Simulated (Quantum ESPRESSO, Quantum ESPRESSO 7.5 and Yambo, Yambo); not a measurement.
# InP (F-43m): a self-consistent loop beyond G0W0, cycle by cycle

Wanted: G0W0 and self-consistent gaps of InP (F-43m), with the cost of the cycles.

Program: Quantum ESPRESSO 7.5 and Yambo 5.3.0. Level of theory: PBE and many-body steps on it, plane waves. Results are calculated unless marked as measured.

The database entry behind the starting cell differs from later determinations by our own check (0.1 to 0.3 % short, probably kX units), so it need not match the best structure at ambient conditions.

## (1) Set-up

It takes space group F-43m (No. 216, cubic). Conventional cell: a = 5.861 Å, b = 5.861 Å, c = 5.861 Å, α = 90.00°, β = 90.00°, γ = 90.00°. Nearest to In lie 4 P at 2.54 Å. P has 4 In at 2.54 Å nearest. Farther neighbours are not listed.

Structure file:

```cif
data_structure
_symmetry_space_group_name_H-M 'F-43m'
_symmetry_Int_Tables_number 216
_cell_length_a 5.8610
_cell_length_b 5.8610
_cell_length_c 5.8610
_cell_angle_alpha 90.000
_cell_angle_beta 90.000
_cell_angle_gamma 90.000
_cell_volume 201.33
loop_
_atom_site_label
_atom_site_type_symbol
_atom_site_symmetry_multiplicity
_atom_site_Wyckoff_symbol
_atom_site_fract_x
_atom_site_fract_y
_atom_site_fract_z
_atom_site_occupancy
In1 In 4 a 0.00000 0.00000 0.00000 1
P1 P 4 d 0.25000 0.25000 0.75000 1
```

The cell and positions come from the Crystallography Open Database and are kept as given unless a step says otherwise.

## (2) Empty states on the mesh, 4×4×4 mesh, 127 bands

This step: Quantum ESPRESSO 7.5; DFT, PBE, plane waves, norm-conserving pseudopotentials.

The sums over transitions need many empty states on a uniform mesh; this step solves for them.

Input file pw.in:

```
&control
  calculation = 'nscf'
  prefix = 'x'
  outdir = 'o'
  pseudo_dir = 'pseudo'
/
&system
  ibrav = 0
  nat = 2
  ntyp = 2
  ecutwfc = 80.0
  nbnd = 127
  force_symmorphic = .true.
/
&electrons
  conv_thr = 1e-9
  electron_maxstep = 80
  diago_full_acc = .true.
  diago_thr_init = 5e-6
/
ATOMIC_SPECIES
  In 114.82 In.upf
  P 30.974 P.upf
CELL_PARAMETERS angstrom
  -0.0000000000 2.9305000000 2.9305000000
  2.9305000000 -0.0000000000 2.9305000000
  2.9305000000 2.9305000000 -0.0000000000
ATOMIC_POSITIONS crystal
  In 0.0000000000 0.0000000000 0.0000000000
  P 0.2500000000 0.2500000000 0.2500000000
K_POINTS automatic
  4 4 4 0 0 0
```

The run is started by

```
> OMP_NUM_THREADS=1 mpirun -n 4 pw.x -nk 4 -in pw.in > pw.out
```

The log of the run:

```text
Program PWSCF v.7.5 starts

     This program is part of the open-source Quantum ESPRESSO suite
     for quantum simulation of materials; please cite
         "P. Giannozzi et al., J. Phys.:Condens. Matter 21 395502 (2009);
         "P. Giannozzi et al., J. Phys.:Condens. Matter 29 465901 (2017);
         "P. Giannozzi et al., J. Chem. Phys. 152 154105 (2020);
     in publications or presentations arising from this work. More details at

     Atomic positions and unit cell read from directory:
     o/x.save/

     Message from routine setup:
[...]
64.6026  66.9414  66.9414  66.9954  67.2391  67.2391  68.3617  69.0360
     [... 4 further rows ...]
    92.1277  92.1277  92.7225  92.7225  94.6312  94.8346  94.8346  95.0987
    95.6301  95.6301  97.1271  97.1271  98.0364  98.5280  99.2071

          k = 0.3536 0.0000 0.0000 (  4088 PWs)   bands (ev):

     [... further k-points ...]

     highest occupied, lowest unoccupied level (ev):     8.3155    9.0235

     XML data file, pseudopotentials, collected wavefunctions

=------------------------------------------------------------------------------=
   JOB DONE.
=------------------------------------------------------------------------------=
```

It took 9.2 s on 4 MPI ranks of Arm Neoverse V1, shared host; peak memory 0.38 GiB; 37 s of CPU time.

Numbers from this step:

```
gap                                                           : 0.7080 eV
k of the valence top                                          : 0, 0, 0
k of the conduction bottom                                    : 0, 0, 0
least direct gap                                              : 0.7080 eV
k points computed                                             : 8
lowest point of the top converged band, above the valence top : 89.2513 eV
```

On this mesh the gap is 0.708 eV.

The density comes from a self-consistent run that is not shown.

## (3) Conversion and set-up

This step: Yambo 5.3.0; conversion and set-up on PBE, plane waves, norm-conserving pseudopotentials.

The states are converted to the many-body program's format and the q mesh is built.

The run is started by

```
> (cd o/x.save; p2y > p2y.log; mv SAVE ../..); yambo > setup.log
```

The log of the run:

```text
 Yambo, version 5.3.0

 [02] CORE Variables Setup
 =========================

  [02.01] Unit cells
  ==================

  Cell kind             :  FCC
  Atoms in the cell     :  In  P
  number of In atoms    :  1
  number of P  atoms    :  1

  List of atomic masses
  Mass of In    :  114.8200
  Mass of P     :  30.97400

  List of atomic coordinates    : [cc]
  In1       :  0.000000  0.000000  0.000000  order 1
  P1       :  2.768921  2.768921  2.768921  order 2

  Alat factors          :  5.537842  5.537842  5.537842 [a.u.]
  Direct lattice volume :  339.6658 [a.u.]
[...]
==========================================

 IBZ Q-points                                      :   8
 BZ  Q-points                                      :   64

 K/Q-points units:
 rlu = crystal or reduced units; cc = cartesian coordinates; iku = interal k-units

 Q [1]          [rlu]:  0.000000  0.000000  0.000000
 Q [2]          [rlu]:  0.54193E-16  0.26437E-16  0.25000
 Q [3]          [rlu]: -0.10839E-15 -0.52875E-16 -0.50000
[...]
Q [7]          [rlu]: -0.17475E-18 -0.50000     -0.50000
 Q [8]          [rlu]:  0.250000 -0.500000 -0.250000

  [03.01] X indexes
  =================

   [03.01.01] Sigma indexes
   ========================

 [06] Game Over & Game summary
```

Run time: 2.8 s. Hardware: 1 MPI rank; peak memory 0.25 GiB.

## (4) G0W0

Now the one-shot GW correction: screening in the RPA, then the self-energy of the levels asked for.

This step: G0W0 on PBE, plane waves, norm-conserving pseudopotentials.

Input file gw1.in:

```
HF_and_locXC
gw0
dyson
ppa
em1d
rim_cut
RandQpts= 1000000
RandGvec= 1 RL
EXXRLvcs= 80 Ry
VXCRLvcs= 320 Ry
Chimod= "HARTREE"
% BndsRnXp
 1 | 127 |
%
NGsBlkXp= 14.5 Ry
% LongDrXp
 1 | 1 | 1 |
%
% GbndRnge
 1 | 127 |
%
DysSolver= "n"
ExtendOut
PPAPntXp= 27.21138 eV
% QPkrange
 1 | 8 | 10 | 17 |
%
```

The run is started by

```
> OMP_NUM_THREADS=1 mpirun -n 4 yambo -F gw1.in -J gw1 -C gw1 > gw1.log
```

The log of the run:

```text
 Yambo, version 5.3.0

 [02] CORE Variables Setup
 =========================

  [... cell, symmetries and grids as in the set-up ...]

  [02.05] Energies & Occupations
  ==============================

  [X] === General ===
  [X] Electronic Temperature                        :  0.000000  0.000000 [eV K]
  [X] Bosonic    Temperature                        :  0.000000  0.000000 [eV K]
  [X] Finite Temperature mode                       : no
  [X] El. density                                   :  0.51656E+24 [cm-3]
  [X] Fermi Level                                   :  8.315509 [eV]

  [X] === Gaps and Widths ===
  [X] Conduction Band Min                           :  0.707977 [eV]
  [X] Valence Band Max                              :  0.000000 [eV]
  [X] Filled Bands                                  :  13
  [X] Empty Bands                                   :   14  127
  [X] Direct Gap                                    :  0.707977 [eV]
  [X] Direct Gap localized at k                     :  1
  [X] Indirect Gap                                  :  0.707977 [eV]
  [X] Indirect Gap between kpts                     :  1  1
  [X] Last valence band width                       :  2.910393 [eV]
  [X] 1st conduction band width                     :  3.584950 [eV]

 [03] Transferred momenta grid and indexing
 ==========================================

 IBZ Q-points                                      :   8
 BZ  Q-points                                      :   64

 K/Q-points units:
 rlu = crystal or reduced units; cc = cartesian coordinates; iku = interal k-units

 Q [1]          [rlu]:  0.000000  0.000000  0.000000
 Q [2]          [rlu]:  0.54193E-16  0.26437E-16  0.25000
 Q [3]          [rlu]: -0.10839E-15 -0.52875E-16 -0.50000
 Q [4]          [rlu]:  0.87374E-19  0.25000      0.25000
 Q [5]          [rlu]:  0.23853E-16  0.25000      0.50000
 Q [6]          [rlu]:  0.44978E-16  0.25000     -0.25000
 Q [7]          [rlu]: -0.17475E-18 -0.50000     -0.50000
 Q [8]          [rlu]:  0.250000 -0.500000 -0.250000

 [04] Coloumb potential Random Integration (RIM)
 ===============================================

  [04.01] RIM initialization
  ==========================

  * Diagonal components only detected *

  8 x (sBL volume)        :  0.091285 [a.u.]
  sBZ random points       :  1000000
  Points outside the sBZ  :   7999624
  RL volume               :  0.730277 [a.u.]
  Integrated volume       :  0.730312 [a.u.]

  [04.02] RIM integrals
  =====================

  Gamma point sphere radius             :  0.081674 [a.u.]
  Points outside the sphere             :   799635
  [Int_sBZ(q=0) 1/q^2]*(Vol_sBZ)^(-1/3) =:  7.763403
                                 should be <:  7.795600

  Summary of Coulomb integrals for non-metallic bands |Q|[au] RIM/Bare

  Q [1] 0.100000E-4 0.995870 * Q [2] 0.245646 1.064378
  Q [4] 0.283648 1.062979 * Q [6] 0.401138 1.025806
  Q [5] 0.470377 1.018843 * Q [3] 0.491292 1.016674
  Q [7] 0.567295 1.013309 * Q [8] 0.634256 1.010147

 [05] Dipoles
 ============

  [05.01] Setup: observables and procedures
  =========================================

 [06] Dynamic Dielectric Matrix (PPA)
 ====================================

 [WR./gw1//ndb.pp]---------------------------------------------------------------
  Brillouin Zone Q/K grids (IBZ/BZ)                :    8   64    8   64
  RL vectors                                       :   5029 [WF]
  Coulomb cutoff potential                         : none
  Electronic Temperature                           :  0.000000 [K]
  Bosonic    Temperature                           :  0.000000 [K]
  PPA    diel. fun.  energies                      : Perdew, Burke & Ernzerhof(X)+Perdew, Burke & Ernzerhof(C)
  wavefunctions                                    : Perdew, Burke & Ernzerhof(X)+Perdew, Burke & Ernzerhof(C)
  Global Gauge                                     : length
  X matrix size                                    :   331
  X band range                                     :    1  127
  X e/h energy range                               : -1.000000 -1.000000 [eV]
  X Time ordering                                  : R
  X Hxc Kernel                                     : HARTREE
  X Drude frequency                                :  0.000000  0.000000
  X poles                                          :  100.0000 [o/o]
  RL vectors in the sum                            :   5029
  [r,Vnl] included                                 : yes
  Field direction                                  :  0.577350E-5  0.577350E-5  0.577350E-5
  BZ energy Double Grid                            : no
  BZ energy DbGd points                            : 0
  BZ Q point size factor                           : -1.000000
  X Optical Averaged directions                    : none

 [07] Local Exchange-Correlation + Non-Local Fock
 ================================================

 [VXC] Plane waves :   32743
 [EXS] Plane waves :   4279

 QP @ state[ 1 ] K range:   1   8
 QP @ state[ 1 ] b range:  10  17

 [xc] Functional : Perdew, Burke & Ernzerhof(X)+Perdew, Burke & Ernzerhof(C)
 [xc] LIBXC used to calculate xc functional
  PP Number of Atomic Species                      :  2
  NLCC RL compoments                               :   32743
  PP Number of Atomic Species                      :  2
  NLCC RL compoments                               :   32743

 [xc] E_xc :  -18.18792 [Ha]
      E_xc :  -36.37585 [Ry]

  Local XC kind (lXC) : Perdew, Burke & Ernzerhof(X)+Perdew, Burke & Ernzerhof(C)
  Non-Local XC kind (nlXC) : Hartree-Fock

  Corrections @ K [1] :  [eV]
 <10|nlXC|10> = -18.56657  0.23186E-16 <10|lXC|10> = -11.66644 -0.18231E-21
 <11|nlXC|11> = -14.71827  0.62764E-17 <11|lXC|11> = -12.92330 -0.18882E-15
 <12|nlXC|12> = -14.71822  0.48328E-18 <12|lXC|12> = -12.92330  0.48689E-24
 <13|nlXC|13> = -14.71818  0.17790E-16 <13|lXC|13> = -12.92330 -0.18882E-15
 <14|nlXC|14> = -7.794564  0.29169E-17 <14|lXC|14> = -11.72809 -0.47175E-16
 <15|nlXC|15> = -6.368378  0.14945E-17 <15|lXC|15> = -10.79037  0.11367E-19
[...]
Corrections @ K [2] :  [eV]
[...]
Corrections @ K [3] :  [eV]
[...]
Corrections @ K [4] :  [eV]
[...]
Corrections @ K [5] :  [eV]
[...]
[... 2 further k-points ...]
  Corrections @ K [8] :  [eV]
[...]
<15|nlXC|15> = -7.341169 -0.19936E-17 <15|lXC|15> = -12.30330  0.23606E-16
 <16|nlXC|16> = -5.400697 -0.13147E-17 <16|lXC|16> = -10.33080 -0.11781E-15
 <17|nlXC|17> = -5.110552 -0.69564E-21 <17|lXC|17> = -9.665238  0.35405E-16

  [07.01] Hartree-Fock occupations report
  =======================================

  [Hartree-Fock] === General ===
  [Hartree-Fock] Electronic Temperature             :  0.000000  0.000000 [eV K]
  [Hartree-Fock] Bosonic    Temperature             :  0.000000  0.000000 [eV K]
  [Hartree-Fock] Finite Temperature mode            : no
  [Hartree-Fock] El. density                        :  0.51656E+24 [cm-3]
  [Hartree-Fock] Fermi Level                        :  8.315509 [eV]

  [Hartree-Fock] === Gaps and Widths ===
  [Hartree-Fock] Conduction Band Min                :  4.641506 [eV]
  [Hartree-Fock] Valence Band Max                   : -1.794878 [eV]
  [Hartree-Fock] Filled Bands                       :  13
  [Hartree-Fock] Empty Bands                        :   14  127
  [Hartree-Fock] Direct Gap                         :  6.436384 [eV]
  [Hartree-Fock] Direct Gap localized at k          :  1
  [Hartree-Fock] Indirect Gap                       :  6.436384 [eV]
  [Hartree-Fock] Indirect Gap between kpts          :  1  1
  [Hartree-Fock] Last valence band width            :  3.836631 [eV]
  [Hartree-Fock] 1st conduction band width          :  3.785641 [eV]

 [08] Dyson equation: Newton solver
 ==================================

  [08.01] G0W0 (W PPA)
  ====================

  [  GW  ] Bands range     :    1  127
  [GW/PPA] G damping       :  0.100000 [eV]

  QP @ state[ 1 ] K range:   1   8
  QP @ state[ 1 ] b range:  10  17

   Sc/G bands                                       :    1  127
   Sc/G damping                                     :  0.100000 ev
   Sc bands terminator                              : no
   Sx RL components                                 :   4279

   QP @ state[ 1 ] K range                          :   1   8
   QP @ state[ 1 ] b range                          :  10  17
   GF energies kind                                 : Perdew, Burke & Ernzerhof(X)+Perdew, Burke & Ernzerhof(C)
   GF WF`s kind                                     : Perdew, Burke & Ernzerhof(X)+Perdew, Burke & Ernzerhof(C)
   Xs energies kind                                 : Perdew, Burke & Ernzerhof(X)+Perdew, Burke & Ernzerhof(C)
   Xs WF`s kind                                     : Perdew, Burke & Ernzerhof(X)+Perdew, Burke & Ernzerhof(C)

 [11] Game Over & Game summary
```

The job ended after 10 min (4 MPI ranks; peak memory 1.7 GiB; 42 min of CPU time).

This step gave:

```yaml
g0w0_gap_on_the_mesh: 1.398 eV
starting_gap_on_the_mesh: 0.7080 eV
k_of_the_valence_top: 0, 0, 0
k_of_the_conduction_bottom: 0, 0, 0
least_direct_g0w0_gap_on_the_computed_points: 1.398 eV
z_at_the_valence_top: 0.7808
z_at_the_conduction_bottom: 0.7944
```

The gap on the mesh goes from 0.71 eV to 1.40 eV, a correction of +0.69 eV.

## (5) evGW0, cycle 1

This step: evGW0 on PBE, plane waves, norm-conserving pseudopotentials.

gw2.in, as its differences from gw1.in of step 4:

```diff
@@ -27 +27,2 @@
 %
+GfnQPdb= "E < ./gw1/ndb.QP"
```

The run is started by

```
> OMP_NUM_THREADS=1 mpirun -n 4 yambo -F gw2.in -J gw2,gw1_W -C gw2 > gw2.log
```

The log of the run:

```text
 Yambo, version 5.3.0

 [02] CORE Variables Setup
 =========================

  [... cell, symmetries and grids as in the set-up ...]

  [02.05] Energies & Occupations
  ==============================

  [X] === General ===
  [X] Electronic Temperature                        :  0.000000  0.000000 [eV K]
  [X] Bosonic    Temperature                        :  0.000000  0.000000 [eV K]
  [X] Finite Temperature mode                       : no
  [X] El. density                                   :  0.51656E+24 [cm-3]
  [X] Fermi Level                                   :  8.315509 [eV]

  [X] === Gaps and Widths ===
  [X] Conduction Band Min                           :  0.707977 [eV]
  [X] Valence Band Max                              :  0.000000 [eV]
  [X] Filled Bands                                  :  13
  [X] Empty Bands                                   :   14  127
  [X] Direct Gap                                    :  0.707977 [eV]
  [X] Direct Gap localized at k                     :  1
  [X] Indirect Gap                                  :  0.707977 [eV]
  [X] Indirect Gap between kpts                     :  1  1
  [X] Last valence band width                       :  2.910393 [eV]
  [X] 1st conduction band width                     :  3.584950 [eV]

 [03] Transferred momenta grid and indexing
 ==========================================

 IBZ Q-points                                      :   8
 BZ  Q-points                                      :   64

 K/Q-points units:
 rlu = crystal or reduced units; cc = cartesian coordinates; iku = interal k-units

 Q [1]          [rlu]:  0.000000  0.000000  0.000000
 Q [2]          [rlu]:  0.54193E-16  0.26437E-16  0.25000
 Q [3]          [rlu]: -0.10839E-15 -0.52875E-16 -0.50000
[...]
[G+QP] Indirect Gap                               :  1.398361 [eV]
  [G+QP] Indirect Gap between kpts                  :  1  1
  [G+QP] Last valence band width                    :  3.039036 [eV]
  [G+QP] 1st conduction band width                  :  3.396307 [eV]

  [coarse-grid] Minimum Bare Gap        [ev]:  0.707977
  [coarse-grid] Minimum Gap Correction  [ev]:  0.690384

  Eqp @ K [1]
  -113.3178  -72.4441  -72.4441  -72.4441  -14.0673  -14.0673  -14.0673  -13.9190
   -13.9190     -11.3252    -0.611954E-4 -0.252681E-4   0.00000      1.39836      4.87736      4.87742
    4.87731   9.27735  10.09867  10.09867  11.91320  11.91320  11.91320  14.60813
[...]
Eqp @ K [2]
[...]
Eqp @ K [3]
[...]
Eqp @ K [4]
[...]
Eqp @ K [5]
[...]
[... 2 further k-points ...]
  Eqp @ K [8]
[...]
6.80793  10.87082  11.94527  12.74133  12.75580  15.18065  17.41543  18.06612
   18.16868  18.29275  19.21794  19.70065  22.64625  24.62104  24.68007  25.13047

 [07] Dipoles
 ============

  [07.01] Setup: observables and procedures
  =========================================

 [08] Dynamic Dielectric Matrix (PPA)
 ====================================

   Sc/G bands                                       :    1  127
   Sc/G damping                                     :  0.100000 ev
   Sc bands terminator                              : no
   Sx RL components                                 :   4279

   QP @ state[ 1 ] K range                          :   1   8
   QP @ state[ 1 ] b range                          :  10  17
   GF energies kind                                 : Perdew, Burke & Ernzerhof(X)+Perdew, Burke & Ernzerhof(C)+ E < ./gw1/ndb.QP + @E Fit
   GF WF`s kind                                     : Perdew, Burke & Ernzerhof(X)+Perdew, Burke & Ernzerhof(C)
   Xs energies kind                                 : Perdew, Burke & Ernzerhof(X)+Perdew, Burke & Ernzerhof(C)
   Xs WF`s kind                                     : Perdew, Burke & Ernzerhof(X)+Perdew, Burke & Ernzerhof(C)

 [13] Game Over & Game summary
```

Elapsed: 9.1 min, on 4 MPI ranks; peak memory 1.7 GiB; 37 min of CPU time.

Numbers from this step:

* quasiparticle gap on the mesh: 1.466 eV
* gap of the density functional on the mesh: 0.7080 eV
* k of the valence top: 0, 0, 0
* k of the conduction bottom: 0, 0, 0
* least direct quasiparticle gap on the computed points: 1.466 eV
* Z at the valence top: 0.7832
* Z at the conduction bottom: 0.8018

Against G0W0 in Yambo (4×4×4 mesh, 127 bands, screening to 197.3 eV, Godby-Needs plasmon pole), the gap moves by +0.068 eV.

The program's own table gives 1.603 eV, which is too large where the input levels are shifted: this version takes Σc at the unshifted level E₀, yet steps from the shifted one. The value above is the Newton step from E₀, E₀ + Z(Σc + Σx − Vxc), rebuilt from the printed columns.

[end of part 1 of 2]

[Paths, hosts, dates, memory and timing lines, banners, echoed tables and standing remarks are left out of the program output.]

[Logs are printed without paths, hosts, clocks, repeated set-up lines and the standing remarks that a program may print on its own settings, such as how far it seeks lower states.]

[Runs of the session that timed out or met a known fault of the program may be left out.]

[Hosts, paths, dates, database ids (printed as entryN), source tags and the programs' standing remarks are cut or masked in the printed files.]
